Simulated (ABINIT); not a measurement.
Wanted: the native input for an ABINIT 10.8.3 (patched build) run.

| Item | Value |
| --- | --- |
| Task | band structure |
| Functional | LDA-PZ |
| Potentials or basis | JTH PAW LDA v2.0 |
| Cutoff | 408 eV |
| k mesh | 11 × 11 × 11 |
| Occupations | fermi-dirac, width 0.05 eV |
| Spin | no spin polarisation |
| Fine-grid cutoff | 816.342 eV |

Crystal: Nb.

```xyz
1
Lattice="-1.6640 1.6640 1.6640 1.6640 -1.6640 1.6640 1.6640 1.6640 -1.6640" Properties=species:S:1:pos:R:3 pbc="T T T"
Nb    0.0000    0.0000    0.0000
```

One way to write it, as run:

run.abi

```
# Datasets: ground state, then fixed potential
ndtset 2

# Pseudopotentials
pp_dirpath "./"
pseudos "Nb.LDA_PW-JTH.xml"

# Structure
acell 3*1.0 Angstrom
rprim
    -1.6639500000     1.6639500000     1.6639500000
     1.6639500000    -1.6639500000     1.6639500000
     1.6639500000     1.6639500000    -1.6639500000
ntypat 1
znucl 41
natom 1
typat 1
xred
     0.0000000000     0.0000000000     0.0000000000

# Plane-wave basis
ecut 15.0
pawecutdg 30.0

# Exchange and correlation
ixc 2

# Bands and occupations
occopt 3
tsmear 0.05 eV

# SCF cycle
nstep 100

# Output
iomode 3
prtwf 0
prteig 0
prtebands 0
prtden1 1

# Dataset 1
kptopt1 1
ngkpt1 11 11 11
nshiftk1 1
shiftk1 0.0 0.0 0.0
nband1 11
tolvrs1 1.0e-9

# Dataset 2: bands along G-H-N-G-P-H
iscf2 -2
getden2 1
nband2 17
nbdbuf2 4
tolwfr2 1.0e-11
kptopt2 -5
ndivsm2 8
prteig2 1
prtvol2 -3
kptbounds2
     0.0000000000     0.0000000000     0.0000000000
     0.5000000000    -0.5000000000     0.5000000000
     0.0000000000     0.0000000000     0.5000000000
     0.0000000000     0.0000000000     0.0000000000
     0.2500000000     0.2500000000     0.2500000000
     0.5000000000    -0.5000000000     0.5000000000
```

Potentials or basis: JTH PAW LDA v2.0.

The run is started by

```console
$ abinit run.abi > log 2>&1
```

It gave:

```yaml
Band_gap_on_the_k_mesh: none (metal or under the smearing width)
Valence_electrons_inside_the_program's_atomic_spheres: Nb 10.13 (radii [1.1753] Å)
```

It took 8.4 s on 1 thread of Arm Neoverse V1, on a shared host, peak memory 0.11 GiB.
